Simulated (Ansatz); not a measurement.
CdSe (4H polytype): a single-point calculation in Ansatz 0.2.0 (r2SCAN). The cell was relaxed beforehand with r2SCAN.

input.yaml:
```yaml
crystal:
  lattice:
    - [4.3392846135, 0.0, 0.0]
    - [-2.1696423067, 3.7579307095, 0.0]
    - [0.0, 0.0, 14.1586988435]
  atoms:
    - { symbol: Cd, position: [0.0, 0.0, -0.0002015644] }
    - { symbol: Cd, position: [0.3333333333, 0.6666666667, 0.2499621344] }
    - { symbol: Cd, position: [0.0, 0.0, 0.4997984356] }
    - { symbol: Cd, position: [0.6666666667, 0.3333333333, 0.7499621344] }
    - { symbol: Se, position: [0.0, 0.0, 0.187499989] }
    - { symbol: Se, position: [0.3333333333, 0.6666666667, 0.4377394409] }
    - { symbol: Se, position: [0.0, 0.0, 0.687499989] }
    - { symbol: Se, position: [0.6666666667, 0.3333333333, 0.9377394409] }
kpoints:
  mp_grid: { grid: [12, 12, 2] }
  band_path:
    path:
      - [0.0, 0.0, 0.0]
      - [0.5, 0.0, 0.0]
      - [0.3333333333, 0.3333333333, 0.0]
      - [0.0, 0.0, 0.5]
      - [0.5, 0.0, 0.5]
      - [0.3333333333, 0.3333333333, 0.5]
    npoints: 1
hamiltonian:
  xc: r2scan
scf:
  occupations: { method: fixed }
  n_extra_bands: 6
output:
  forces: true
  stress: true
  eigenvalues: true
```

Run as `ansatz run input.yaml --threads 4 --pin off --max-ram 7372MiB --backend cpu --events-out ev --progress --plain --runs-dir out`.

Question: It ran on 4 threads of Intel(R) Xeon(R) Processor @ 2.70GHz (shared host). About how long did it take, and what peak of host memory did it reach?

Answer: About 44 s, with a peak of 1.5 GiB.

Question: What does the program print?

Answer: Abridged output:
```
Functional definition: r2SCAN
Crystal: 8 atoms, lattice volume = 230.882 Å³
Basis set: ecut = 500 eV, 5793 PW (Γ)
Bands: 78, of which v1, the nominal top of the filled ones, is band 72 counted from 1 (71 counted from 0)
Symmetry: 12 space group operations
Space group: P63mc (ITA 186)
k-points: 38 of 288
preconditioner: auto → Resta (q_TF=auto, 2.522 Å⁻¹)  ε∞=4.7  [insulator: Δε(μ)=1.077 eV  ℏωp=20.7 eV]
SCF 1 converged in 7 iterations: F = -54991.346526 eV  dr2 = 9.65e-8
NSCF: frozen V_eff on 6 k-points
Free energy (F): -54991.346526 eV
Fermi energy:    6.812929 eV
--- Forces (eV/Å), atoms counted from 1 ---
  atom   1  Cd      0.00000      0.00000    -0.00098
  atom   2  Cd      0.00000      0.00000    -0.00114
  atom   3  Cd      0.00000      0.00000    -0.00098
  atom   4  Cd      0.00000      0.00000    -0.00114
  atom   5  Se      0.00000      0.00000      0.00061
  atom   6  Se      0.00000      0.00000      0.00151
  atom   7  Se      0.00000      0.00000      0.00061
  atom   8  Se      0.00000      0.00000      0.00151
--- Stress (GPa, compression-positive) ---
       -0.021425       0.000000       0.000000
        0.000000      -0.021425       0.000000
        0.000000       0.000000       0.002174
  P = ⅓ Tr σ = -0.0136 GPa (-0.136 kbar)
```
The trailing digits, and the zero of the energies, depend on the potentials and thresholds.

Levels at the listed points, from bands.tsv (eV from the Fermi energy, bands near the gap, counted from 0):
```tsv
# k_distance	band_67	band_68	band_69	band_70	band_71	band_72	band_73	band_74	band_75
# fermi_ev = 6.812929
# [0, 0, 0] at k_distance = 0.000000
# [0.5, 0, 0] at k_distance = 0.835990
# [0.3333333333, 0.3333333333, 0] at k_distance = 1.318649
# [0, 0, 0.5] at k_distance = 2.309140
# [0.5, 0, 0.5] at k_distance = 3.145130
# [0.3333333333, 0.3333333333, 0.5] at k_distance = 3.627789
# levels_relative_to = fermi_ev
0.000	-0.379	-0.379	-0.020	0.000	0.000	1.071	2.663	2.741	2.836
0.836	-1.297	-1.295	-1.282	-0.887	-0.723	2.981	3.249	3.793	4.144
1.319	-1.959	-1.814	-1.394	-1.394	-1.086	4.208	4.629	4.629	5.172
2.309	-0.629	-0.117	-0.117	-0.117	-0.117	2.010	2.010	2.798	2.798
3.145	-1.653	-1.198	-1.198	-0.901	-0.901	3.396	3.396	3.823	3.823
3.628	-2.148	-1.446	-1.446	-1.287	-1.287	4.339	4.339	4.710	4.710
```
In order the rows are Γ, M, K, A, L, H.

The r2SCAN gap is direct at Γ: 1.07 eV. The mean stress is close to zero (-0.01 GPa).

The calculation is spin-unpolarised, and the structure need not be a phase that has been made.

Spin-orbit coupling is left out.
